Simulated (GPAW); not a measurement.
# Bi2Se3 (Paraguanajuatite) (R-3m) in GPAW: notebook, part 2 of 2

GPAW 26.7.0. Earlier steps stand in the parts before.

### 3 Dielectric tensor, PBE

This run uses another cell than the first one, of 28.95 Å³/atom, 1.020 times its volume.

run.py reads:

```python
import numpy as np
from ase import Atoms
from ase.dft.bandgap import bandgap
from ase.io import write
from gpaw import GPAW, PW
from gpaw.response.df import DielectricFunction

atoms = Atoms(['Bi', 'Bi', 'Se', 'Se', 'Se'],
              cell=[[2.0852189429, 1.2039017179, 9.6085493036],
                    [-2.0852189429, 1.2039017179, 9.6085493036],
                    [0.0, -2.407803436, 9.6085493036]],
              scaled_positions=[[0.5992, 0.5992, 0.5992],
                                [0.4008, 0.4008, 0.4008],
                                [0.7883, 0.7883, 0.7883],
                                [0.2117, 0.2117, 0.2117],
                                [0.0, 0.0, 0.0]],
              pbc=True)

calc = GPAW(mode=PW(500),
            xc='PBE',
            kpts={'size': (4, 4, 4), 'gamma': True},
            occupations={'name': 'fermi-dirac', 'width': 0.001},
            nbands=39,
            convergence={'density': 1e-06},
            maxiter=150,
            txt='gpaw.txt')
atoms.calc = calc
energy = atoms.get_potential_energy()
calc.write('gs.gpw')
write('result.traj', atoms)
print(f'Energy: {energy:.6f} eV')
print('Fermi level:', round(calc.get_fermi_level(), 4), 'eV')
print(f'Gap: {bandgap(calc)[0]:.4f} eV, direct: {bandgap(calc, direct=True)[0]:.4f} eV')

for size in [(4, 4, 4)]:
    name = 'x'.join(str(n) for n in size)
    dense = calc.fixed_density(kpts={'size': size, 'gamma': True},
                               nbands=70, convergence={'bands': 64, 'eigenstates': 1e-7},
                               update_fermi_level=True, txt=f'dense-{name}.txt')
    dense.write(f'{name}.gpw', mode='all')
    df = DielectricFunction(f'{name}.gpw', frequencies=np.array([0.0]), hilbert=False, eta=0.001,
                            ecut=80, nbands=64, intraband=False, txt=f'df-{name}.txt')
    for xc in ['RPA']:
        for direction in ['x', 'y', 'z', [0, 1, 1], [1, 0, 1], [1, 1, 0]]:
            e0, e = df.get_macroscopic_dielectric_constant(xc=xc, direction=direction)
            print(f'{name} {xc} {direction}: {e0:.4f} without, {e:.4f} with local fields')
```

Potentials or basis: GPAW PAW data sets (gpaw-data 1.2.1), pw.

Launch:

```
OMP_NUM_THREADS=1 python run.py
```

gpaw.txt:

```text
__  _  _
 | _ |_)|_||  |
 |__||  | ||/\| - 26.7.0

Input parameters:
  mode=PW(ecut=500.0),
  convergence={'density': 1e-06},
  kpts=MonkhorstPack(size=(4, 4, 4), gamma=True),
  maxiter=150,
  nbands=39,
  occupations=Occupations(name='fermi-dirac', width=0.001),
  xc=XC(name='PBE')

Diagonalizing LCAO Hamiltonian
Converting LCAO to pw mode

       Se

       Bi

       Bi

       Se

       Se

Atoms  # Å, Bohr magnetons
|   | symbol |         x |         y |         z |    initial magnetic moments |
|---|--------|-----------|-----------|-----------|-----------------------------|
| 0 |     Bi | -0.000000 | -0.000000 | 17.272328 | ( 0.0000,  0.0000,  0.0000) |
| 1 |     Bi | -0.000000 | -0.000000 | 11.553320 | ( 0.0000,  0.0000,  0.0000) |
| 2 |     Se | -0.000000 | -0.000000 | 22.723258 | ( 0.0000,  0.0000,  0.0000) |
| 3 |     Se |  0.000000 | -0.000000 |  6.102390 | ( 0.0000,  0.0000,  0.0000) |
| 4 |     Se |  0.000000 |  0.000000 |  0.000000 | ( 0.0000,  0.0000,  0.0000) |

Unit cell  # Å
| periodic |         x |         y |        z |  lengths |    angles |
|----------|-----------|-----------|----------|----------|-----------|
|      yes |  2.085219 |  1.203902 | 9.608549 | 9.905642 | 24.304273 |
|      yes | -2.085219 |  1.203902 | 9.608549 | 9.905642 | 24.304273 |
|      yes |  0.000000 | -2.407803 | 9.608549 | 9.905642 | 24.304273 |

Number of symmetries: 12
Symmetry operations  # r_c * U_cc + t_c -> r_c
|    | kind |            matrix            |
|----|------|------------------------------|
|  0 |  E   |  1, 0, 0,  0, 1, 0,  0, 0, 1 |
|  1 |  σ   |  1, 0, 0,  0, 0, 1,  0, 1, 0 |
|  2 |  σ   |  0, 1, 0,  1, 0, 0,  0, 0, 1 |
|  3 |  C3  |  0, 1, 0,  0, 0, 1,  1, 0, 0 |
|  4 |  C3  |  0, 0, 1,  1, 0, 0,  0, 1, 0 |
|  5 |  σ   |  0, 0, 1,  0, 1, 0,  1, 0, 0 |
|  6 |  C2  |  0, 0,-1,  0,-1, 0, -1, 0, 0 |
|  7 |  S6  |  0, 0,-1, -1, 0, 0,  0,-1, 0 |
|  8 |  S6  |  0,-1, 0,  0, 0,-1, -1, 0, 0 |
|  9 |  C2  |  0,-1, 0, -1, 0, 0,  0, 0,-1 |
| 10 |  C2  | -1, 0, 0,  0, 0,-1,  0,-1, 0 |
| 11 |  i   | -1, 0, 0,  0,-1, 0,  0, 0,-1 |

BZ-sampling:
  Number of BZ points: 64
  Number of IBZ points: 13

  Monkhorst-Pack size: [4, 4, 4]
  Monkhorst-Pack shift: [0.125, 0.125, 0.125]

K-points  # in reciprocal-cell coordinates
|     |                                coordinates |     weight |
|-----|--------------------------------------------|------------|
|   0 | (  0.00000000,   0.00000000,   0.00000000) | 0.01562500 |
|   1 | (  0.25000000,   0.00000000,  -0.25000000) | 0.09375000 |
|   2 | (  0.25000000,   0.00000000,   0.00000000) | 0.09375000 |
|   3 | (  0.25000000,   0.25000000,  -0.25000000) | 0.09375000 |
|   4 | (  0.25000000,   0.25000000,   0.00000000) | 0.09375000 |
|   5 | (  0.25000000,   0.25000000,   0.25000000) | 0.03125000 |
|   6 | (  0.50000000,   0.00000000,   0.00000000) | 0.04687500 |
|   7 | (  0.50000000,   0.25000000,  -0.25000000) | 0.09375000 |
|   8 | (  0.50000000,   0.25000000,   0.00000000) | 0.18750000 |
|   9 | (  0.50000000,   0.25000000,   0.25000000) | 0.09375000 |
| ... |                                            |            |
|  12 | (  0.50000000,   0.50000000,   0.50000000) | 0.01562500 |

Plane wave coefficients: 3714
Cutoff: 500.0 eV

Spin-components: 1 (collinear spins)
Bands:           39
Projectors:      27
Spin-degeneracy: 2
Datatype:        complex128

Parallelization:
  kpt:    1
  domain: 1
  band:   1

Density:
  Valence electrons: 48.0
  Components: 1
  Grid points: [54 54 54]
  Charge: 0.0  # |e|

Potential:
  Grid points: [54 54 54]

species:
  Bi:
    name:    Bismuth
    Z:       83.0
    valence: 15
    core:    68
    charge:  0.0  # [|e|]
    compensation charges:
      type: gauss
      rc: 0.38  # [Å]
      lmax: 2
    cutoffs:
      filter: 2.23  # [Å]
      core: 2.33  # [Å]
    projectors
    | kind |    occ | energy [eV] | rcut [Å] |
    |------|--------|-------------|----------|
    |   6s |  2.000 |     -14.385 |    1.286 |
    |   6p |  3.000 |      -4.580 |    1.275 |
    |   5d | 10.000 |     -27.119 |    1.349 |
    |    s |        |      12.827 |    1.286 |
    |    p |        |      22.631 |    1.275 |
    |    d |        |       0.093 |    1.349 |

    Using partial waves for Bi as LCAO basis

  Se:
    name:    Selenium
    Z:       34.0
    valence: 6
    core:    28
    charge:  0.0  # [|e|]
    compensation charges:
      type: gauss
      rc: 0.27  # [Å]
      lmax: 2
    cutoffs:
      filter: 1.77  # [Å]
      core: 2.67  # [Å]
    projectors
    | kind |    occ | energy [eV] | rcut [Å] |
    |------|--------|-------------|----------|
    |   4s |  2.000 |     -17.277 |    0.847 |
    |   4p |  4.000 |      -6.512 |    1.005 |
    |    s |        |       9.935 |    0.847 |
    |    p |        |      20.699 |    1.005 |
    |    d |        |       0.000 |    0.847 |

    Using partial waves for Se as LCAO basis

Reference energy: -1368007.362297  # eV

eigensolver:
  PPCG
  Converge bands: occupied
  niter=2

density mixing:
  MSR1-Mixer
  Pratt-step length: 0.05
  Maximum mixing coefficient: 0.75
  Old densities: 10
  SVD Regularization: 0.005
  Good broyden scale: 1.0
  Trust region scale: 1.0
  Backstep threshold: 4.0
  History deletion threshold: 6.0
  Fourier metric: weight=20.0, sigma=0.015

occupation numbers:
  Fermi-Dirac:
    width: 0.0010  # eV

poisson solver:
  ecut: 4000.0  # eV

xc functional:
  name: PBE with 2 nearest neighbor stencil

convergence criteria:
- Maximum integral of absolute [dens]ity change: 1e-06 electrons / valence electron
- Maximum [total energy] change in last 3 cyles: 0.0005 eV / valence electron
- Maximum integral of absolute [eigenst]ate change: 4e-08 eV^2 / valence electron
maximum number of iterations: 150

SCF iterations
|iter     | |      energy | eigst |  dens |
|---------|-|-------------|-------|-------|
|iter:   1| |  -22.354837 | -0.04 |       |
|iter:   2| |  -22.211994 | -2.03 | -1.16 |
|iter:   3| |  -21.825184 | -2.34 | -1.23 |
|iter:   4| |  -21.725948 | -3.13 | -1.55 |
|iter:   5| |  -21.721916 | -3.75 | -1.91 |
|iter:   6| |  -21.722518c| -4.16 | -2.24 |
|iter:   7| |  -21.722618c| -5.42 | -3.30 |
|iter:   8| |  -21.722645c| -5.97 | -3.76 |
|iter:   9| |  -21.722647c| -6.75 | -4.32 |
|iter:  10| |  -21.722647c| -7.67c| -4.81 |
|iter:  11| |  -21.722647c| -8.47c| -5.50 |
|iter:  12| |  -21.722647c| -8.80c| -6.19c|

Converged in 12 steps
Energy contributions relative to reference atoms: (reference = -1368007.362297)

Energy contributions:
  Kinetic:          59.526051
  Coulomb:         -57.271768
  Zero:             -3.142852
  External:          0.000000
  Xc:              -20.834078
  Entropy:          -0.000000
  Spinorbit:         0.000000
  ----------------------------
  Free energy:     -21.722647
  Extrapolated:    -21.722647

dipole moment: (-0.000000, 0.000000, -106.106125)  # |e|*Ang

Fermi level: 5.798
Eigenvalues  # (at kpt = [0.000, 0.000, 0.000])
| band index |      eig [eV] | occ [0-2] |
|------------|---------------|-----------|
|          0 |       -17.651 |     2.000 |
|        ... |               |           |
|         16 |         3.567 |     2.000 |
|         17 |         3.807 |     2.000 |
|         18 |         3.807 |     2.000 |
|         19 |         3.815 |     2.000 |
|         20 |         3.815 |     2.000 |
|         21 |         4.465 |     2.000 |
[... 8 lines left out ...]
|         30 |        11.500 |     0.000 |
|         31 |        12.662 |     0.000 |
|        ... |               |           |
|         38 |        14.313 |     0.000 |

Gap: 0.219 eV
Transition (v -> c):
  (s=0, k=0, n=23, [0.00, 0.00, 0.00]) -> (s=0, k=0, n=24, [0.00, 0.00, 0.00])
No difference between direct/indirect transitions
# Writing to gs.gpw (mode='')
```

Wall time 13 min (1 thread of AMD EPYC 7R43 (Zen 3), shared host); peak memory 0.96 GiB.

What came out:

```yaml
Free_energy: -21.7226 eV
Band_gap_on_the_k_mesh: 0.22 eV, direct
Electronic_dielectric_tensor_diagonal: 21.28, 21.28, 55.23
```

Electronic dielectric tensor:
```
21.28  0.00  0.00
 0.00 21.28  0.00
 0.00  0.00 55.23
```

Caveat: the k mesh is coarse (spacing up to 0.44 Å⁻¹), so the values aren't converged; the gap is small at this level, which inflates the dielectric constant; the long-wavelength limit can be off by a per cent or two; spin-orbit coupling is left out, which as a rule narrows the gap of such compounds by several tenths of an eV; the program warned that so skewed a cell can give wrong results. A k mesh can miss the band edges.

### 4 Dielectric tensor, RPBE

Edit run.py of step 3 so:

```diff
@@ -1,5 +1,4 @@
 import numpy as np
-from ase import Atoms
 from ase.dft.bandgap import bandgap
-from ase.io import write
+from ase.io import read, write
 from gpaw import GPAW, PW
@@ -7,15 +6,6 @@
 
-atoms = Atoms(['Bi', 'Bi', 'Se', 'Se', 'Se'],
-              cell=[[2.0852189429, 1.2039017179, 9.6085493036],
-                    [-2.0852189429, 1.2039017179, 9.6085493036],
-                    [0.0, -2.407803436, 9.6085493036]],
-              scaled_positions=[[0.5992, 0.5992, 0.5992],
-                                [0.4008, 0.4008, 0.4008],
-                                [0.7883, 0.7883, 0.7883],
-                                [0.2117, 0.2117, 0.2117],
-                                [0.0, 0.0, 0.0]],
-              pbc=True)
+atoms = read('Bi2Se3.xyz')
 
 calc = GPAW(mode=PW(500),
-            xc='PBE',
+            xc='RPBE',
             kpts={'size': (4, 4, 4), 'gamma': True},
```

Bi2Se3.xyz reads:

```xyz
5
Lattice="2.0715000000 1.1959810826 9.5453333333 -2.0715000000 1.1959810826 9.5453333333 0.0000000000 -2.3919621653 9.5453333333" Properties=species:S:1:pos:R:3 pbc="T T T"
Bi     0.0000000000     -0.0000000001     17.1586911999
Bi     0.0000000000      0.0000000000     11.4773088000
Se     0.0000000000     -0.0000000001     22.5737587999
Se     0.0000000000      0.0000000000      6.0622412000
Se     0.0000000000      0.0000000000      0.0000000000
```

Potentials or basis: the program's PAW data sets (release 1.2.1) made for this functional, pw.

Launch:

```
OMP_NUM_THREADS=1 python run.py
```

gpaw.txt:

```text
__  _  _
 | _ |_)|_||  |
 |__||  | ||/\| - 26.7.0

Input parameters:
  mode=PW(ecut=500.0),
  convergence={'density': 1e-06},
  kpts=MonkhorstPack(size=(4, 4, 4), gamma=True),
  maxiter=150,
  nbands=39,
  occupations=Occupations(name='fermi-dirac', width=0.001),
  xc=XC(name='RPBE')

Diagonalizing LCAO Hamiltonian
Converting LCAO to pw mode

       Se

       Bi

       Bi

       Se

       Se

Atoms  # Å, Bohr magnetons
|   | symbol |        x |         y |         z |    initial magnetic moments |
|---|--------|----------|-----------|-----------|-----------------------------|
| 0 |     Bi | 0.000000 | -0.000000 | 17.158691 | ( 0.0000,  0.0000,  0.0000) |
[... 163 lines left out ...]
|iter:   1| |  -20.474007 | -0.02 |       |
|iter:   2| |  -20.342606 | -2.02 | -1.16 |
|iter:   3| |  -19.982774 | -2.28 | -1.23 |
|iter:   4| |  -19.873531 | -3.06 | -1.54 |
|iter:   5| |  -19.871941 | -3.68 | -1.90 |
|iter:   6| |  -19.874063c| -4.03 | -2.23 |
|iter:   7| |  -19.874237c| -5.26 | -3.21 |
|iter:   8| |  -19.874273c| -5.87 | -3.66 |
|iter:   9| |  -19.874276c| -6.76 | -4.26 |
|iter:  10| |  -19.874276c| -7.68c| -4.95 |
|iter:  11| |  -19.874276c| -8.26c| -5.48 |
|iter:  12| |  -19.874276c| -8.70c| -6.20c|

Converged in 12 steps
Energy contributions relative to reference atoms: (reference = -1368058.159251)

Energy contributions:
  Kinetic:          69.584525
  Coulomb:         -65.744556
  Zero:             -3.236048
  External:          0.000000
  Xc:              -20.478197
  Entropy:          -0.000000
  Spinorbit:         0.000000
  ----------------------------
  Free energy:     -19.874276
  Extrapolated:    -19.874276

dipole moment: (0.000000, 0.000000, -105.281253)  # |e|*Ang

Fermi level: 6.213
Eigenvalues  # (at kpt = [0.000, 0.000, 0.000])
| band index |      eig [eV] | occ [0-2] |
|------------|---------------|-----------|
|          0 |       -17.382 |     2.000 |
|        ... |               |           |
|         16 |         3.893 |     2.000 |
|         17 |         4.103 |     2.000 |
|         18 |         4.103 |     2.000 |
|         19 |         4.107 |     2.000 |
|         20 |         4.107 |     2.000 |
|         21 |         4.762 |     2.000 |
[... 8 lines left out ...]
|         30 |        11.878 |     0.000 |
|         31 |        13.020 |     0.000 |
|        ... |               |           |
|         38 |        14.718 |     0.000 |

Gap: 0.277 eV
Transition (v -> c):
  (s=0, k=0, n=23, [0.00, 0.00, 0.00]) -> (s=0, k=0, n=24, [0.00, 0.00, 0.00])
No difference between direct/indirect transitions
# Writing to gs.gpw (mode='')
```

df-4x4x4.txt:

```text
FrequencyGridDescriptor(from 0.000 to 0.000 eV, 1 points)
FrequencyGridDescriptor(from 0.000 to 0.000 eV, 1 points)

Calculating chi0 body with:
    Ground state adapter containing:
    Number of spins: 1
    Number of kpoints: 64
    Number of irreducible kpoints: 13
    Number of completely occupied states: 24
    Number of partially occupied states: 24

    Linear response parametrization:
    q_c: [0.0, 0.0, 0.0]
    Number of frequency points: 1
    Planewave cutoff: 80.0
    Number of bands: 64
    Number of planewaves: 211
    Broadening (eta): 0.001

Integrating chi0 body.

Symmetries of q_c:
    Direct symmetries (Uq -> q): 12
    Indirect symmetries (TUq -> q): 0
In total 12 allowed symmetries.

Integral kind: response function

Calculating chi0 optical extensions with:
    Ground state adapter containing:
    Number of spins: 1
    Number of kpoints: 64
    Number of irreducible kpoints: 13
    Number of completely occupied states: 24
    Number of partially occupied states: 24

    Linear response parametrization:
    Number of frequency points: 1
    Planewave cutoff: 80.0
    Number of bands: 64
    Number of planewaves: 211
    Broadening (eta): 0.001
Integrating chi0 head and wings.

Symmetries of q_c:
    Direct symmetries (Uq -> q): 12
    Indirect symmetries (TUq -> q): 0
In total 12 allowed symmetries.

Integral kind: response function wings

Finished calculating chi0
```

It took 22 min on 1 thread of Intel Xeon at 2.50GHz (Skylake/Cascade Lake), shared host; peak memory 0.96 GiB.

Results:

* Free energy: -19.8743 eV
* Band gap on the k mesh: 0.28 eV, direct
* Electronic dielectric tensor (diagonal): 20.20, 20.20, 35.11

Electronic dielectric tensor:
```
20.20  0.00  0.00
 0.00 20.20  0.00
 0.00  0.00 35.11
```

Caveat: the k mesh is coarse (spacing up to 0.44 Å⁻¹), so the values aren't converged; the gap is small at this level, which inflates the dielectric constant; the long-wavelength limit can be off by a per cent or two; spin-orbit coupling is left out, which as a rule narrows the gap of such compounds by several tenths of an eV; the program warned that so skewed a cell can give wrong results. A k mesh can miss the band edges.
